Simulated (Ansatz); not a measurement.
# TiCo in Ansatz: the effect of functional

The system is TiCo.

```
CELL_PARAMETERS angstrom
3.02541 0.00000 0.00000
0.00000 3.02541 0.00000
0.00000 0.00000 3.02541
ATOMIC_POSITIONS crystal
Co 0.50000 0.50000 0.50000
Ti 0.00000 0.00000 0.00000
```

The cell comes from a database or a generator and needn't be the stable form of this composition.

The cell isn't the ideal one: volume scaled by 1.04.

Alike in all runs:

```yaml
Program: Ansatz 0.2.0
Task: single point
Potentials_or_basis: Ansatz PAW
k_mesh: 9 × 9 × 9
Occupations: fermi-dirac, width 0.05 eV
Spin: collinear spin, ferromagnetic start
Starting_moments: "[2.0, 1.0] μB"
```

```csv
functional,cutoff,pressure (GPa),moment (μB)
LDA,420 eV (not typed: the program's choice for these potentials),-19.8,0.53
PBEsol,420 eV (not typed: the program's choice for these potentials),-13.4,0.80
r2SCAN,500 eV (not typed: the program's choice for these potentials),?,?
```

Task: What does the run with functional r2SCAN give?

Result: Pressure -5.4 GPa; moment 0.87 μB.

Caveats: the PAW data sets come from PBE, with cores solved anew for the run's functional, which leaves a small shift of forces and pressure; the magnetic or orbital state may not be the lowest (some runs); the starting moments weren't kept (some runs).
